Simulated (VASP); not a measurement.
## InAs (F-43m) under biaxial strain in the (111) plane

Strain engineering needs slopes: what does biaxial strain in the (111) plane do to the lattice and the band edges of InAs?

Method: PBEsol; plane waves and PAW (In_d, As), in the first sound run; inputs show where later runs differ, in VASP 6.6.1.

### Step 1. Set-up

Symmetry: F-43m, No. 216, cubic system. The conventional cell has a = 6.058 Å, b = 6.058 Å, c = 6.058 Å, α = 90.00°, β = 90.00°, γ = 90.00°. Nearest to In lie 4 As at 2.62 Å. Nearest to As lie 4 In at 2.62 Å. Farther neighbours are not listed.

Structure file:

```cif
data_structure
_symmetry_space_group_name_H-M 'F-43m'
_symmetry_Int_Tables_number 216
_cell_length_a 6.0580
_cell_length_b 6.0580
_cell_length_c 6.0580
_cell_angle_alpha 90.000
_cell_angle_beta 90.000
_cell_angle_gamma 90.000
_cell_volume 222.32
loop_
_atom_site_label
_atom_site_type_symbol
_atom_site_symmetry_multiplicity
_atom_site_Wyckoff_symbol
_atom_site_fract_x
_atom_site_fract_y
_atom_site_fract_z
_atom_site_occupancy
In1 In 4 a 0.00000 0.00000 0.00000 1
As1 As 4 d 0.25000 0.25000 0.75000 1
```

### Step 2. Relax the crystal, PBEsol

The series starts from the cell that this level prefers, so that zero strain is near zero stress.

This step took 2 runs in a row; the last is shown.

Level: PBEsol; plane waves and PAW (In_d, As).

Input file INCAR:

```
SYSTEM = InAs
PREC = Accurate
ENCUT = 450
EDIFF = 1E-07
NELM = 120
ISMEAR = 0
SIGMA = 0.02
LREAL = .FALSE.
ALGO = Normal
GGA = PS
NBANDS = 15
LASPH = .TRUE.
LORBIT = 11
LWAVE = .FALSE.
LCHARG = .FALSE.
KPAR = 8
IBRION = 2
NSW = 40
ISIF = 3
EDIFFG = -0.005
POTIM = 0.4
```

Input file POSCAR:

```
InAs
1.0
    0.0000000000      3.0456045430      3.0456045430
    3.0456045430      0.0000000000      3.0456045430
    3.0456045430      3.0456045430      0.0000000000
In As
1 1
Direct
    0.0000000000      0.0000000000      0.0000000000
    0.2500000000      0.2500000000      0.2500000000
```

Input file KPOINTS:

```
Automatic mesh
0
Gamma
9 9 9
0 0 0
```

Potentials, in the order of the species: In_d and As (PBE family, release 64).

The run is started by

```
mpirun -np 8 vasp_std
```

Output:

```text
[banner, memory and clock lines left out]
running    8 mpi-ranks, on    1 nodes
[...]
|                                                                             |
|           W    W    AA    RRRRR   N    N  II  N    N   GGGG   !!!           |
|           W    W   A  A   R    R  NN   N  II  NN   N  G    G  !!!           |
|           W    W  A    A  R    R  N N  N  II  N N  N  G       !!!           |
|           W WW W  AAAAAA  RRRRR   N  N N  II  N  N N  G  GGG   !            |
|           WW  WW  A    A  R   R   N   NN  II  N   NN  G    G                |
|           W    W  A    A  R    R  N    N  II  N    N   GGGG   !!!           |
|                                                                             |
|     For optimal performance we recommend to set                             |
|       NCORE = 2 up to number-of-cores-per-socket                            |
|     NCORE specifies how many cores store one orbital (NPAR=cpu/NCORE).      |
|     This setting can greatly improve the performance of VASP for DFT.       |
[...]
|     You enforced a specific xc type in the INCAR file but a different       |
|     [... a line on the potential file left out ...]
|     I HOPE YOU KNOW WHAT YOU ARE DOING!                                     |
|                                                                             |

 LDA part: xc-table for (Slater+PW92), standard interpolation
 POSCAR, INCAR and KPOINTS ok, starting setup
[...]
entering main loop
       N       E                     dE             d eps       ncg     rms          rms(c)
DAV:   1     0.105999339067E+03    0.10600E+03   -0.77527E+03  1050   0.116E+03
DAV:   2    -0.172912698449E+01   -0.10773E+03   -0.10374E+03  1127   0.283E+02
DAV:   3    -0.860209019903E+01   -0.68730E+01   -0.68405E+01  1372   0.745E+01
DAV:   4    -0.877300027284E+01   -0.17091E+00   -0.17088E+00  1349   0.133E+01
[...]
DAV:  12    -0.848898196079E+01    0.26862E-08   -0.57608E-06  1183   0.252E-02    0.840E-03
DAV:  13    -0.848898207491E+01   -0.11412E-06   -0.11745E-06  1407   0.598E-03    0.393E-03
DAV:  14    -0.848898201898E+01    0.55927E-07   -0.64297E-08   967   0.256E-03
   1 F= -.84889820E+01 E0= -.84889609E+01  d E =-.848898E+01
[...]
reached required accuracy - stopping structural energy minimisation
```

Run time: 6.8 s. Hardware: 8 MPI ranks of AMD EPYC 7R43, shared host; peak memory 1.2 GiB.

The logs omit lines about the potential files and the build; timing stands in the text.

OUTCAR, selected parts (step 2):

```text
  Total        0.0020639      0.0020639      0.0020639      0.0000000      0.0000000     -0.0000000
  in kB        0.0585260      0.0585260      0.0585260      0.0000000      0.0000000     -0.0000000
  external PRESSURE =       0.0585260 kB  Pullay stress =       0.0000000 kB

 POSITION                                       TOTAL-FORCE (eV/Angst)
 -----------------------------------------------------------------------------------
      0.00000      0.00000      0.00000        -0.000000     -0.000000     -0.000000
      1.52280      1.52280      1.52280         0.000000      0.000000      0.000000
 -----------------------------------------------------------------------------------
    total drift:                                0.000000      0.000000      0.000000

  FREE ENERGIE OF THE ION-ELECTRON SYSTEM (eV)
  ---------------------------------------------------
  free  energy   TOTEN  =        -8.4889820190 eV

  energy  without entropy=       -8.4889396974  energy(sigma->0) =       -8.48896086

 reached required accuracy - stopping structural energy minimisation

[... 3 further parts left out ...]
[key lines of the parts left out:]
E-fermi :   4.1613
```

Read from the output:

* energy(sigma→0) of the program: -8.4890 eV
* stress, compression positive: 0.01 along [111], 0.01 across it (mean), GPa
* volume: 56.500 Å³
* ionic steps: 1

### Step 3. Strain along the normal, PBEsol

One member in full: the plane is strained by 1.5 %, and the strain along the normal is moved by secant steps until the normal stress is under 0.012 GPa or five steps are spent; the atoms relax at each step.

This step took 3 runs, each at a new trial strain with the atoms of the one before; the last is shown.

Level: PBEsol; plane waves and PAW (In_d, As); cell typed or built by script.

Changes to INCAR since step 2:

```diff
@@ -15,7 +15,7 @@
 LCHARG = .FALSE.
-KPAR = 8
-IBRION = 2
-NSW = 40
-ISIF = 3
-EDIFFG = -0.005
-POTIM = 0.4
+KPAR = 2
+IBRION = 1
+NSW = 25
+ISIF = 2
+EDIFFG = -0.004
+POTIM = 0.3
```

Input file POSCAR:

```
InAs
1.0
   -0.0492432790      3.0420453320      3.0420453320
    3.0420453320     -0.0492432790      3.0420453320
    3.0420453320      3.0420453320     -0.0492432790
In As
1 1
Direct
    0.9986639604      0.9986639604      0.9986639604
    0.2513360396      0.2513360396      0.2513360396
```

KPOINTS is that of step 2.

The run is started by

```
mpirun -np 2 vasp_std
```

Output:

```text
[banner, memory and clock lines left out]
running    2 mpi-ranks, on    1 nodes
[...]
[... a notice as in an earlier step ...]

 LDA part: xc-table for (Slater+PW92), standard interpolation
 POSCAR, INCAR and KPOINTS ok, starting setup
[...]
entering main loop
       N       E                     dE             d eps       ncg     rms          rms(c)
DAV:   1     0.108362674192E+03    0.10836E+03   -0.76278E+03  2564   0.114E+03
DAV:   2    -0.137547259992E+01   -0.10974E+03   -0.10572E+03  2725   0.287E+02
DAV:   3    -0.857446964741E+01   -0.71990E+01   -0.71637E+01  3334   0.764E+01
DAV:   4    -0.875624585746E+01   -0.18178E+00   -0.18173E+00  3046   0.137E+01
[...]
DAV:  12    -0.848039393225E+01    0.12701E-06   -0.52462E-06  2986   0.238E-02    0.801E-03
DAV:  13    -0.848039405468E+01   -0.12243E-06   -0.11719E-06  3355   0.610E-03    0.355E-03
DAV:  14    -0.848039402951E+01    0.25168E-07   -0.62931E-08  2438   0.251E-03
   1 F= -.84803940E+01 E0= -.84803940E+01  d E =-.848039E+01
 BRION: g(F)=  0.382E-06 g(S)=  0.000E+00
 reached required accuracy - stopping structural energy minimisation
```

Run time: 32 s. Hardware: 2 MPI ranks; peak memory 0.35 GiB; 62 s of CPU time.

Parts of OUTCAR (step 3):

```text
  Total       -0.3908257     -0.3908257     -0.3908257      0.1965455      0.1965455      0.1965455
  in kB      -10.8579610    -10.8579610    -10.8579610      5.4604492      5.4604492      5.4604492
  external PRESSURE =     -10.8579610 kB  Pullay stress =       0.0000000 kB

 POSITION                                       TOTAL-FORCE (eV/Angst)
 -----------------------------------------------------------------------------------
      6.02678      6.02678      6.02678        -0.001484     -0.001484     -0.001484
      1.51677      1.51677      1.51677         0.001484      0.001484      0.001484
 -----------------------------------------------------------------------------------
    total drift:                               -0.000232     -0.000232     -0.000232

  FREE ENERGIE OF THE ION-ELECTRON SYSTEM (eV)
  ---------------------------------------------------
  free  energy   TOTEN  =        -8.4803940295 eV

  energy  without entropy=       -8.4803940295  energy(sigma->0) =       -8.48039403

[... 1 part as in an earlier step ...]

[... 3 further parts left out ...]
[key lines of the parts left out:]
E-fermi :   3.9829
```

Read from the output:

| Quantity | Value |
| --- | --- |
| energy(sigma→0) of the program | -8.4804 eV |
| stress, compression positive | 0.01 along [111], -1.63 across it (mean), GPa |
| ionic steps | 1 |

### Step 4. Band edges, TB-mBJ with spin-orbit coupling

Short lines in KPOINTS_OPT sample the zone centre along and across the normal of the plane, for masses, and the other valleys.

Level: TB-mBJ, spin-orbit coupling; plane waves and PAW (In_d, As); cell typed or built by script.

TB-mBJ has no energy functional, so the total energy, stress and pressure in this output mean nothing.

Input file INCAR:

```
SYSTEM = InAs
PREC = Accurate
ENCUT = 450
EDIFF = 1E-06
NELM = 150
ISMEAR = 0
SIGMA = 0.02
LREAL = .FALSE.
ALGO = Normal
METAGGA = MBJ
LASPH = .TRUE.
LNONCOLLINEAR = .TRUE.
MAGMOM = 0 0 0 0 0 0
NBANDS = 28
GGA_COMPAT = .FALSE.
LSORBIT = .TRUE.
LWAVE = .FALSE.
LCHARG = .FALSE.
KPAR = 2
```

POSCAR is that of step 3.

Input file KPOINTS:

```
Automatic mesh
0
Gamma
7 7 7
0 0 0
```

Input file KPOINTS_OPT:

```
Line mode
6
Line-mode
Reciprocal
  0.00000000   0.00000000   0.00000000
  0.02772655   0.02772655   0.02772655

  0.00000000   0.00000000   0.00000000
 -0.01739461   0.01739461  -0.00000000

  0.31000000   0.31000000   0.00000000
  0.50000000   0.50000000   0.00000000

  0.00000000   0.31000000   0.31000000
  0.00000000   0.50000000   0.50000000

  0.45000000   0.45000000   0.45000000
  0.50000000   0.50000000   0.50000000

  0.45000000   0.00000000   0.00000000
  0.50000000   0.00000000   0.00000000

  0.42500000   0.42500000   0.00000000
  0.42460813   0.44920783   0.02420783

  0.50000000   0.50000000   0.50000000
  0.48260539   0.51739461   0.50000000
```

The run is started by

```
mpirun -np 2 vasp_ncl
```

Output:

```text
[banner, memory and clock lines left out]
running    2 mpi-ranks, on    1 nodes
[...]
[... a notice as in an earlier step ...]

 LDA part: xc-table for (None), standard interpolation
 POSCAR, INCAR and KPOINTS ok, starting setup
[...]
entering main loop
       N       E                     dE             d eps       ncg     rms          rms(c)
DAV:   1     0.546169110315E+03    0.54617E+03   -0.72643E+03  4704   0.125E+03
DAV:   2     0.409628591497E+03   -0.13654E+03   -0.13138E+03  4748   0.328E+02
DAV:   3     0.395959031067E+03   -0.13670E+02   -0.13461E+02  5892   0.121E+02
DAV:   4     0.395412229340E+03   -0.54680E+00   -0.54546E+00  5668   0.248E+01
[...]
DAV:  36     0.397383074431E+03   -0.86508E-05   -0.27658E-10  2464   0.144E-04    0.427E-04
DAV:  37     0.397383063066E+03   -0.11365E-04   -0.25668E-10  2460   0.193E-04    0.320E-04
DAV:  38     0.397383062605E+03   -0.46022E-06   -0.14812E-10  2460   0.107E-04
   1 F= 0.39738306E+03 E0= 0.39738306E+03  d E =-.958912E-12  mag=    -0.0000     0.0000     0.0000
 Start KPOINTS_OPT (optional k-point list driver)
k-point batch [1-48\48]
       N       E                     dE             ncg
DAV:   1     0.242887882552E+04   -0.14331E+05     2696
DAV:   2    -0.408438792124E+04   -0.65133E+04     2732
DAV:   3    -0.482247989218E+04   -0.73809E+03     3368
DAV:   4    -0.485362451202E+04   -0.31145E+02     3296
DAV:   5    -0.485607707876E+04   -0.24526E+01     5204
DAV:   6    -0.485609523459E+04   -0.18156E-01     3684
DAV:   7    -0.485609612308E+04   -0.88849E-03     4684
DAV:   8    -0.485609615043E+04   -0.27358E-04     4140
DAV:   9    -0.485609615135E+04   -0.91360E-06     2304
```

Elapsed: 11 min, on 2 MPI ranks; peak memory 0.92 GiB.

OUTCAR, selected parts (step 4):

```text
  LATTYP: Found a trigonal (rhomboedric) cell.
 ALAT       =     4.3023835841
 COS(alpha) =     0.4837490640

 Subroutine GETGRP returns: Found  6 space group operations
 (whereof  6 operations were pure point group operations)

The static configuration has the point symmetry C_3v.

 Found     84 irreducible k-points:

   k-points           NKPTS =     84   k-points in BZ     NKDIM =     84   number of bands    NBANDS=     28

   dimension x,y,z NGX =    30 NGY =   30 NGZ =   30
   dimension x,y,z NGXF=    60 NGYF=   60 NGZF=   60

   ENCUT  =  450.0 eV  33.07 Ry    5.75 a.u.   7.44  7.44  7.44*2*pi/ulx,y,z

   NELECT =      18.0000    total number of electrons

 E-fermi :   4.3363

 k-point     1 :       0.0000    0.0000    0.0000
  band No.  band energies     occupation
    ...
     14       3.8732      1.00000
     15       4.1483      1.00000
     16       4.1483      1.00000
     17       4.2530      1.00000
     18       4.2530      1.00000
     19       4.5829      0.00000
     20       4.5829      0.00000
     21       8.1245      0.00000
     22       8.1245      0.00000
     23       8.4823      0.00000
    ...

 k-point     2 :       0.1429    0.0000    0.0000
  band No.  band energies     occupation
    ...
     14       2.2576      1.00000
     15       3.7868      1.00000
     16       3.7918      1.00000
     17       4.0316      1.00000
     18       4.0371      1.00000
     19       5.7581      0.00000
     20       5.7651      0.00000
     21       8.4606      0.00000
     22       8.5047      0.00000
     23       8.7208      0.00000
    ...

  Total      -63.6111717    -63.6111717    -63.6111717      0.2119215      0.2119215      0.2119215
  in kB    -1767.2523908  -1767.2523908  -1767.2523908      5.8876253      5.8876253      5.8876253
  external PRESSURE =   -1767.2523908 kB  Pullay stress =       0.0000000 kB

 POSITION                                       TOTAL-FORCE (eV/Angst)
 -----------------------------------------------------------------------------------
      6.02678      6.02678      6.02678         0.077623      0.077623      0.077623
      1.51677      1.51677      1.51677        -0.077623     -0.077623     -0.077623
 -----------------------------------------------------------------------------------
    total drift:                                0.094876      0.094876      0.094876

  FREE ENERGIE OF THE ION-ELECTRON SYSTEM (eV)
  ---------------------------------------------------
  free  energy   TOTEN  =       397.3830626053 eV

  energy  without entropy=      397.3830626053  energy(sigma->0) =      397.38306261

 Spin-Orbit-Coupling matrix elements
 Ion:    1  E_soc:     -0.0657672
 Ion:    2  E_soc:     -0.0236127

[... 1 part as in an earlier step ...]

[... 7 further parts left out ...]
```

### Step 5. Band edges, r2SCAN with spin-orbit coupling

Short lines in KPOINTS_OPT sample the zone centre along and across the normal of the plane, for masses, and the other valleys.

Level: r2SCAN, spin-orbit coupling; plane waves and PAW (In_d, As); cell typed or built by script.

Changes to INCAR since step 4:

```diff
@@ -4,3 +4,3 @@
 EDIFF = 1E-06
-NELM = 150
+NELM = 100
 ISMEAR = 0
@@ -9,3 +9,3 @@
 ALGO = Normal
-METAGGA = MBJ
+METAGGA = R2SCAN
 LASPH = .TRUE.
```

POSCAR is that of step 4.

KPOINTS is that of step 4.

KPOINTS_OPT is that of step 4.

The run is started by

```
mpirun -np 2 vasp_ncl
```

Output:

```text
[... set-up lines as in an earlier step ...]
 entering main loop
       N       E                     dE             d eps       ncg     rms          rms(c)
DAV:   1     0.115904334888E+03    0.11590E+03   -0.75464E+03  4704   0.129E+03
DAV:   2    -0.258132920491E+02   -0.14172E+03   -0.13641E+03  4736   0.343E+02
DAV:   3    -0.408544398805E+02   -0.15041E+02   -0.14801E+02  5868   0.128E+02
DAV:   4    -0.414655935143E+02   -0.61115E+00   -0.60952E+00  5584   0.269E+01
[...]
DAV:  12    -0.380942972935E+02    0.15697E-05   -0.16536E-05  5892   0.569E-02    0.179E-02
DAV:  13    -0.380942984385E+02   -0.11450E-05   -0.49340E-06  4504   0.222E-02    0.616E-03
DAV:  14    -0.380942983941E+02    0.44435E-07   -0.25550E-07  2776   0.584E-03
   1 F= -.38094298E+02 E0= -.38094298E+02  d E =-.293133E-08  mag=    -0.0000    -0.0000     0.0000
 Start KPOINTS_OPT (optional k-point list driver)
k-point batch [1-48\48]
       N       E                     dE             ncg
DAV:   1     0.234338150252E+04   -0.14416E+05     2696
DAV:   2    -0.442731202773E+04   -0.67707E+04     2720
DAV:   3    -0.517544602699E+04   -0.74813E+03     3356
DAV:   4    -0.520627515843E+04   -0.30829E+02     3212
DAV:   5    -0.520807033064E+04   -0.17952E+01     4528
DAV:   6    -0.520808736907E+04   -0.17038E-01     3276
DAV:   7    -0.520808837430E+04   -0.10052E-02     4356
DAV:   8    -0.520808839038E+04   -0.16077E-04     2900
DAV:   9    -0.520808839105E+04   -0.67392E-06     2028
```

The job ended after 20 min (2 MPI ranks; peak memory 0.91 GiB; 40 min of CPU time).

Parts of OUTCAR (step 5):

```text
  Total       -0.2218939     -0.2218939     -0.2218939      0.2079260      0.2079260      0.2079260
  in kB       -6.1646793     -6.1646793     -6.1646793      5.7766231      5.7766231      5.7766231
  external PRESSURE =      -6.1646793 kB  Pullay stress =       0.0000000 kB

 POSITION                                       TOTAL-FORCE (eV/Angst)
 -----------------------------------------------------------------------------------
      6.02678      6.02678      6.02678        -0.001503     -0.001503     -0.001503
      1.51677      1.51677      1.51677         0.001503      0.001503      0.001503
 -----------------------------------------------------------------------------------
    total drift:                               -0.000250     -0.000250     -0.000250

  FREE ENERGIE OF THE ION-ELECTRON SYSTEM (eV)
  ---------------------------------------------------
  free  energy   TOTEN  =       -38.0942983941 eV

  energy  without entropy=      -38.0942983911  energy(sigma->0) =      -38.09429839

[... 2 parts as in an earlier step ...]

[... 1 further part left out ...]
[key lines of the parts left out:]
E-fermi :   3.9750
```

This run gave:

* energy(sigma→0) of the program: -38.0943 eV
* stress, compression positive: 0.54 along [111], -1.19 across it (mean), GPa

The run ends at a pressure of -0.62 GPa, with forces up to 0.0026 eV/Å.

(Continued in part 2 of 2.)

[Lines on the potential files, build, host, timing and source positions are cut from VASP's logs without a mark.]

[Logs are printed without paths, hosts, clocks, repeated set-up lines and the standing remarks that a program may print on its own settings, such as how far it seeks lower states.]

[Hosts, paths, dates, database ids (printed as entryN), source tags and the programs' standing remarks are cut or masked in the printed files.]

[In band tables of VASP the shares of atoms and orbitals are scaled to a sum of 1 inside the atoms' spheres.]
